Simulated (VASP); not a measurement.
Write the native input for VASP 6.6.1 that does the following.

- Task: G0W0 quasiparticle levels
- Functional: PBE
- Potentials or basis: VASP PAW PBE potentials, release 64 (Ba_sv_GW, Te_GW)
- Cutoff: 450 eV
- k mesh: 4 × 4 × 4
- Occupations: gaussian, width 0.01 eV
- Spin: no spin polarisation
- GW scheme: G0W0
- GW iterations: 1
- Cutoff of the response function: 180
- Frequency points: 50
- Empty bands: 434
- Further INCAR settings: ALGO = EVGW0; EDIFF = 1e-08; NBANDS = 442

BaTe:

```
CELL_PARAMETERS angstrom
0.00000 3.41000 3.41000
3.41000 0.00000 3.41000
3.41000 3.41000 0.00000
ATOMIC_POSITIONS crystal
Ba 0.00000 0.00000 0.00000
Te 0.50000 0.50000 0.50000
```

The input as run:

POSCAR

```
BaTe
1.0
    0.0000000000      3.4100000000      3.4100000000
    3.4100000000      0.0000000000      3.4100000000
    3.4100000000      3.4100000000      0.0000000000
Ba Te
1 1
Direct
    0.0000000000      0.0000000000      0.0000000000
    0.5000000000      0.5000000000      0.5000000000
```

INCAR.step1

```
ALGO = Normal
EDIFF = 1E-8
ENCUT = 450
GGA = PE
ISMEAR = 0
LASPH = T
LCHARG = F
LREAL = F
LWAVE = T
NELM = 100
PREC = Accurate
SIGMA = 0.01
```

INCAR.step2

```
ALGO = Exact
EDIFF = 1E-8
ENCUT = 450
GGA = PE
ISMEAR = 0
ISTART = 1
LASPH = T
LCHARG = F
LOPTICS = T
LREAL = F
LWAVE = T
NBANDS = 442
NELM = 1
PREC = Accurate
SIGMA = 0.01
```

INCAR.step3

```
ALGO = EVGW0
EDIFF = 1E-8
ENCUT = 450
ENCUTGW = 180
GGA = PE
ISMEAR = 0
ISTART = 1
LASPH = T
LCHARG = F
LREAL = F
LWAVE = F
NBANDS = 442
NBANDSGW = 16
NELMGW = 1
NOMEGA = 50
PREC = Accurate
PRECFOCK = Fast
SIGMA = 0.01
```

KPOINTS

```
k-points
0
Gamma
  4 4 4
```

Potentials or basis: VASP PAW PBE potentials, release 64 (Ba_sv_GW, Te_GW).

Launch:

```sh
$ cat potpaw_PBE.64/Ba_sv_GW/POTCAR potpaw_PBE.64/Te_GW/POTCAR > POTCAR
$ cp INCAR.step1 INCAR
$ mpirun -np 1 vasp_std > vasp.out
$ cp INCAR.step2 INCAR
$ mpirun -np 1 vasp_std > vasp.out
$ cp INCAR.step3 INCAR
$ mpirun -np 1 vasp_std > vasp.out
```

It gave:

* Band gap on the k mesh, mean-field level: 1.41 eV, indirect (least direct gap 1.76 eV)
* Quasiparticle gap: 2.40 eV
* Least direct quasiparticle gap: 2.78 eV

Caveat: bands, screening cutoff and mesh are small and nothing is extrapolated, so the quasiparticle values aren't converged; spin-orbit coupling is left out, which moves the levels of the heavy elements.

Wall time 8.6 min on 1 thread of Intel(R) Xeon(R) 6975P-C (Granite Rapids) (shared host), peak memory 1.3 GiB.
